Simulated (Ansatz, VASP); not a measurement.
# SnTe in VASP and in Ansatz

```xyz
2
Lattice="3.8925 0.0000 0.0000 0.0000 3.8925 0.0000 0.0000 0.0000 3.8925" Properties=species:S:1:pos:R:3 pbc="T T T"
Sn    0.0000    0.0000    0.0000
Te    1.9463    1.9463    1.9463
```

Alike in both runs: functional PBE; k mesh 12 × 12 × 12; occupations fermi-dirac, width 0.05 eV; no spin polarisation.

Ansatz relaxed the structure, and its values are those at the end. VASP's run is a single point on that final structure, the one shown.

|  | VASP | Ansatz |
| --- | --- | --- |
| version | VASP 6.6.1 | Ansatz 0.2.0 |
| potentials or method | VASP PAW PBE potentials, release 64 (Sn_d, Te) | PAW with Ansatz's default frozen-core files, scalar-relativistic |
| plane-wave cutoff (eV) | 520 | 420 |
| valence electrons in the cell | 20 | 30 |

|  | VASP | Ansatz | Ansatz less VASP |
| --- | --- | --- | --- |
| pressure (GPa) | 0.0 | 0.0 | +0.04 |

The functional is the same, so the differences come from potentials, cutoffs and numerics. The two sets of potentials don't hold the same shells in valence.

The runs have no spin-orbit coupling, so splittings on Te are missing.
